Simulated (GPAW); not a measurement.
The system is CdSe (Cadmoselite).

```
Cd Se
1.0
     4.30000    0.00000    0.00000
    -2.15000    3.72391    0.00000
     0.00000    0.00000    7.02000
Cd Se
2 2
Direct
  0.66667 0.33333 0.50000
  0.33333 0.66667 0.00000
  0.66667 0.33333 0.88500
  0.33333 0.66667 0.38500
```

Base run:

| Quantity | Value |
| --- | --- |
| Program | GPAW 26.7.0 |
| Functional | SOGGA |
| Potentials or basis | PAW data sets generated in the run's folder for this functional |
| Cutoff | 600 eV |
| Basis | pw |
| k mesh | 5 × 5 × 3 |
| Occupations | fermi-dirac, width 0.05 eV |
| Spin | spin-orbit coupling, no magnetisation |

Its results: band gap on the k mesh 0.43 eV, direct; pressure -0.1 GPa; largest force 0.269 eV/Å.

Problem. The run is repeated on the same cell with these changes: functional from SOGGA to AM05; spin axis theta (degrees) from 0 to 90. What comes out?

Solution. Band gap on the k mesh 0.55 eV, direct; pressure 0.5 GPa; largest force 0.263 eV/Å.

Caveats: spin-orbit coupling was added after a scalar SCF, so levels and gaps hold it while energy, forces, pressure and moments don't; this program's spin-orbit splittings come out too wide for heavy elements.
